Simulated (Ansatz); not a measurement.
A run of Ansatz 0.2.0 is set up as follows.

The input input.yaml:

```yaml
crystal:
  lattice:
    - [0.0, 2.7940632177, 2.7940632177]
    - [2.7940632177, 0.0, 2.7940632177]
    - [2.7940632177, 2.7940632177, 0.0]
  atoms:
    - { symbol: Cl, position: [0.5, 0.5, 0.5] }
    - { symbol: Na, position: [0.0, 0.0, 0.0] }
kpoints:
  mp_grid: { grid: [8, 8, 8] }
scf:
  occupations: { method: fermi_dirac, width: 0.05 }
hamiltonian:
  xc: revpbe
  dispersion: d4
  pseudopotentials: { kind: all_electron, lapw: { basis_error: 0.001 } }
output:
  forces: true
  stress: true
relax:
  f_tol: 0.01
  max_steps: 60
  cell: {}
```

Potentials or basis: all-electron LAPW, scalar-relativistic.

Run with:

```console
$ ansatz run input.yaml --threads 1 --pin off --max-ram 3072MiB --backend cpu --events-out ev --progress --plain --runs-dir out
```

Task: What does it give for the band gap on the k mesh?

Result: 5.26 eV.

Task: What does it give for the relaxed volume?

Result: 23.20 Å³/atom.

Task: What does it give for the relaxed cell?

Result: a = 4.033 Å, b = 4.033 Å, c = 4.033 Å, α = 60.00°, β = 60.00°, γ = 60.00°.

Task: Estimate the space group after relaxing (to 0.05 Å).

Result: Fm-3m (No. 225).

Final structure:
```xyz
2
Lattice="0.0000 2.8520 2.8520 2.8520 0.0000 2.8520 2.8520 2.8520 0.0000" Properties=species:S:1:pos:R:3 pbc="T T T"
Cl    2.8520    2.8520    2.8520
Na    0.0000    0.0000    0.0000
```

A k mesh can miss the band edges. revPBE gaps usually lie below the measured ones, often by a third to a half.
